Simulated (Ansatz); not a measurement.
**La in Ansatz: the effect of target pressure**

The system is La.

```xyz
2
Lattice="3.7500 0.0000 0.0000 -1.8750 3.2476 0.0000 0.0000 0.0000 6.0700" Properties=species:S:1:pos:R:3 pbc="T T T"
La    1.8750    1.0825    4.5525
La    0.0000    2.1651    1.5175
```

This isn't the form of La at room conditions, which is double hcp.

Alike in all runs:

| Quantity | Value |
| --- | --- |
| Program | Ansatz 0.2.0 |
| Task | relaxation of cell and atoms |
| Functional | PBEsol |
| Potentials or basis | Ansatz PAW |
| Cutoff | 420 eV (not typed: the program's choice for these potentials) |
| k mesh | 8 × 8 × 5 |
| Occupations | fermi-dirac, width 0.05 eV |
| Spin | no spin polarisation |

Each run relaxes the cell or the atoms first.

```tsv
target pressure	relaxed volume (Å³/atom)
0 GPa	34.77
2 GPa	32.09
5 GPa	29.34
10 GPa	?
20 GPa	22.72
30 GPa	20.71
```

**Question.** What does the run with target pressure 10 GPa give?

**Answer.** Relaxed volume 26.01 Å³/atom.

Worked out: In Murnaghan's law V^(-B') rises as a straight line in P. The other rows fit best with B' = 3.3, V0 = 34.75 Å³/atom and B0 = 22 GPa, which gives 26.28 Å³/atom at 10 GPa, against the run's 26.01.

Caveats: the plane-wave basis is chosen anew once the cell has moved, so the energies of steps on either side of that aren't comparable; the PAW data sets come from PBE, with cores solved anew for the run's functional, which leaves a small shift of forces and pressure; the volume moved by over 15 % at a fixed basis, so the end points are rough (some runs).
